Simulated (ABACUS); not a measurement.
The system is KF (Carobbiite).

```
K F
1.0
     0.00000    2.67185    2.67185
     2.67185    0.00000    2.67185
     2.67185    2.67185    0.00000
K F
1 1
Direct
  0.00000 0.00000 0.00000
  0.50000 0.50000 0.50000
```

Base run:

- Program: ABACUS 3.10.1
- Functional: WC
- Potentials or basis: PseudoDojo NC SR 0.4.1 PBEsol standard
- Cutoff: 1143 eV
- Density cutoff: 4572 eV
- Basis: plane waves
- k mesh: 7 × 7 × 7
- Occupations: fermi-dirac, width 0.05 eV
- Spin: no spin polarisation

Its results: band gap on the k mesh 6.19 eV, direct; pressure -0.5 GPa.

**Question.** The run is repeated on the same cell with these changes: functional from WC to PBEsol; potentials or basis from PseudoDojo NC SR 0.4.1 PBEsol standard to GBRV ultrasoft 1.5 PBEsol; cutoff from 1143 eV to 544 eV; density cutoff from 4572 eV to 4354 eV. What comes out?

**Answer.** Band gap on the k mesh 6.04 eV, direct; pressure -1.9 GPa.

Caveats: an odd mesh through Γ misses points on the zone boundary, where band edges often lie; the potentials were made for another functional, which shifts forces and pressure (some runs).

Not every run made on this cell is shown here.
